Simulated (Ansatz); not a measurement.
# Pressure against volume: Mo

```yaml
crystal:
  lattice:
    - [0.00000, 2.01500, 2.01500]
    - [2.01500, 0.00000, 2.01500]
    - [2.01500, 2.01500, 0.00000]
  atoms:
    - { symbol: Mo, position: [0.00000, 0.00000, 0.00000] }
```

The geometry is COD entry 1534907, unchecked; take it as a test cell.

Theory: Ansatz 0.2.0, DFT, PBE, all-electron LAPW, scalar-relativistic.

For LAPW: a Γ-centred 17×17×17 k mesh, Fermi–Dirac smearing of 0.08 eV, basis error target 0.5 meV/atom, no spin polarisation.

The cell above is scaled evenly, with fractional coordinates and shape held.

| V/V(cell) | V (Å³/atom) | P, LAPW (GPa) |
| --- | --- | --- |
| 0.9405 | 15.389 | 10.61 |
| 0.9700 | 15.872 | 2.50 |
| 1.0000 | 16.363 | ? |
| 1.0300 | 16.854 | -10.66 |
| 1.0600 | 17.344 | ? |

Q: What belongs in the row "1.0600", column "P, LAPW (GPa)"?

A: -15.85.

Q: What belongs in the row "1.0000", column "P, LAPW (GPa)"?

A: -4.59.

Q: What do Birch–Murnaghan fits to the pressures give?

A: LAPW: V0 = 16.04 Å³/atom, B0 = 237 GPa, B0′ = 4.1.
